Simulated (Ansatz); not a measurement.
The system is Zr.

```
Zr
1.0
     3.23200    0.00000    0.00000
    -1.61600    2.79899    0.00000
     0.00000    0.00000    5.14700
Zr
2
Direct
  0.66667 0.33333 0.75000
  0.33333 0.66667 0.25000
```

| Item | Value |
| --- | --- |
| Program | Ansatz 0.2.0 |
| Task | relaxation of cell and atoms |
| Functional | BLYP |
| Potentials or basis | Ansatz PAW |
| Cutoff | 420 eV (not typed: the program's choice for these potentials) |
| k mesh | 9 × 9 × 5 |
| Occupations | fermi-dirac, width 0.05 eV |
| Spin | no spin polarisation |

At the start: volume 23.28 Å³/atom.

How do energy, volume and symmetry change on relaxing?

It ends after 5 steps and the volume is 24.16 Å³/atom (+3.8 %); space group P6_3/mmc (No. 194, to 0.05 Å).

The path:
```
step  energy change (eV)  largest force (eV/Å)  volume (Å³)
   1              0.0000                0.0000        46.56
   2             -0.0197                0.0000        48.29
   3             -0.0197                0.0000        48.33
   4             -0.0197                0.0000        48.33
   5             -0.0200                0.0000        48.33
```

Final structure:
```
Zr
1.0
     3.26331    0.00000    0.00000
    -1.63166    2.82611    0.00000
     0.00000    0.00000    5.24044
Zr
2
Direct
  0.66667 0.33333 0.75000
  0.33333 0.66667 0.25000
```

Caveat: the plane-wave basis is chosen anew once the cell has moved, so the energies of steps on either side of that aren't comparable; the PAW data sets come from PBE, with cores solved anew for the run's functional, which leaves a small shift of forces and pressure.
